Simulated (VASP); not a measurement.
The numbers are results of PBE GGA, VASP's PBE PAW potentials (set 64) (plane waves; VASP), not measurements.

Gaps are without spin-orbit coupling.

```
Property                                                Value
---------------------------------------------  --------------
volume per atom                                14.83 Å^3/atom
band gap (over mesh and band path)                    3.54 eV
smallest direct gap (over mesh and band path)         3.78 eV
```

### Question
Which relaxed crystal gives these values?
(A) Bi2Te3, R-3m (166)
(B) BeSe, F-43m (216)
(C) ZrO2, Fm-3m (225)
(D) BaHfO3, Pm-3m (221)

### Answer
D, BaHfO3, Pm-3m (221)
